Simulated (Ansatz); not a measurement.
# ZnS: the gap against volume

ZnS, P6_3mc, a = 3.807 Å, c = 6.246 Å. The compound has several low-lying forms, and this is one of them. Ansatz: r2SCAN, PAW, 500 eV, Γ-centred 6×6×4 mesh on 4 atoms, Gaussian smearing 0.02 eV; no spin polarisation. Shape and atoms are relaxed at each volume; x = ln(V/V0) with V0 = 19.596 Å³/atom. The gap is read at the mesh points alone.

| x | gap y (eV) |
| --- | --- |
| -0.0619 | 3.065 |
| -0.0305 | 2.922 |
| 0.0000 | 2.776 |
| 0.0296 | ? |
| 0.0583 | 2.508 |

**Question.** Fit a straight line to the other rows, give the volume deformation potential of the gap and its pressure coefficient, and predict the missing gap. B0 = 78.2 GPa.

**Answer.** Means x = -0.008525, y = 2.8178; Σ(Δx)² = 0.007870, ΣΔxΔy = -0.03654; the slope is their ratio. y = 2.7782 − 4.6433 x. The slope is the deformation potential a = dE_g/d ln V = -4.64 eV, and dE_g/dP = −a/B0 = 59.4 meV/GPa. At x = 0.0296 the fit asked for gives 2.641 eV. The run gave 2.636 eV, so the fit is 0.005 eV too high, a small miss on the scale of the series.

Semilocal functionals give gaps under the measured ones; changes of the gap mostly carry over better.